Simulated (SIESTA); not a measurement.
Write the native input for SIESTA 5.4.2 that does the following.

```
Task                : single point
Functional          : PBEsol
Potentials or basis : PseudoDojo 0.4 standard (PBEsol files)
Basis               : DZP (energy shift 0.003 Ry; two zetas on semicore shells)
Grid cutoff         : 500 Ry
Energy shift        : 0.003 Ry
k mesh              : 9 × 9 × 9
Occupations         : fermi-dirac, width 0.05 eV
Spin                : no spin polarisation
```

Bi:

```
CELL_PARAMETERS angstrom
-2.05109 1.93226 1.96372
2.00913 -1.95414 1.94364
2.06996 1.97301 -1.98560
ATOMIC_POSITIONS crystal
Bi 0.98622 0.98269 0.98033
```

The cell isn't the ideal one: cell strained at random at fixed volume.

One way to write it, as run:

Bi.fdf

```
SystemName                      Bi
SystemLabel                     Bi
NumberOfSpecies                 1
NumberOfAtoms                   1
%block ChemicalSpeciesLabel
  1  83 Bi
%endblock ChemicalSpeciesLabel

LatticeConstant                 1.0 Ang
%block LatticeVectors
    -2.0510920000     1.9322640000     1.9637210000
     2.0091320000    -1.9541400000     1.9436370000
     2.0699580000     1.9730060000    -1.9855970000
%endblock LatticeVectors
AtomicCoordinatesFormat         Fractional
%block AtomicCoordinatesAndAtomicSpecies
    -0.0137770000    -0.0173050000    -0.0196660000  1  Bi
%endblock AtomicCoordinatesAndAtomicSpecies

%block kgrid.MonkhorstPack
    9   0   0  0.0
    0   9   0  0.0
    0   0   9  0.0
%endblock kgrid.MonkhorstPack
XC.Functional                   GGA
XC.Authors                      PBEsol
PAO.BasisSize                   DZP
PAO.EnergyShift                 0.003 Ry
Mesh.Cutoff                     500 Ry
OccupationFunction              FD
ElectronicTemperature           0.05 eV
MaxSCFIterations                120
SCF.MustConverge                false
SCF.Mixer.Method                Pulay
SCF.Mixer.Weight                0.25
SCF.Mixer.History               8
SCF.DM.Tolerance                5.0e-05
SCF.H.Tolerance                 1.0e-03 eV
WriteForces                     true
Charge.Mulliken                 end
%block PAO.Basis
  Bi 4
  n=6 0 2
    5.772 0.000
  n=6 1 2
    8.065 0.000
  n=5 2 2
    3.889 0.000
  n=6 2 1
    8.065
%endblock PAO.Basis
```

Potentials or basis: PseudoDojo 0.4 standard (PBEsol files), DZP (energy shift 0.003 Ry; two zetas on semicore shells).

The run is started by

```console
$ siesta < Bi.fdf > Bi.out 2>&1
```

It gave:

| Property | Result |
| --- | --- |
| Pressure | -0.8 GPa |
| Band gap on the k mesh | none (metal or under the smearing width) |

Caveat: spin-orbit coupling is left out, which moves the levels of the heavy elements; the basis of atomic orbitals isn't converged, which shifts pressures, moduli and gaps.

Wall time 9.3 s on 1 thread of Intel(R) Xeon(R) 6975P-C (Granite Rapids), on a shared host, peak memory 0.21 GiB.
